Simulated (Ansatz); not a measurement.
# Notes on Rb

```yaml
crystal:
  lattice:
    - [0.00000, 3.21851, 3.21851]
    - [3.21851, 0.00000, 3.21851]
    - [3.21851, 3.21851, 0.00000]
  atoms:
    - { symbol: Rb, position: [0.00000, 0.00000, 0.00000] }
```

The numbers come from plane-wave PAW DFT (Ansatz): r2SCAN, no spin polarisation, 500 eV, 7×7×7 Γ-centred k points, gaussian occupations (width 0.0116 eV). Nothing was relaxed.

What do density and ELF say about some of the short contacts?

Rb–Rb at 4.55 Å: least valence density 0.02 e/Å³ and ELF 0.13 there, so no covalent bond. Both are smooth PAW fields, read partly inside the augmentation spheres.

What happens at the Fermi level?

It is a metal, with about 1 states/eV a cell as the mean within 0.25 eV of the Fermi level, mostly Rb s (81 %).

What does the stress say?

The pressure is 1.7 GPa (compression positive), so with the atoms held at these fractions the cell would first expand.

Origin: a known structure type with other elements, at an estimated volume, so it need not be a known compound.
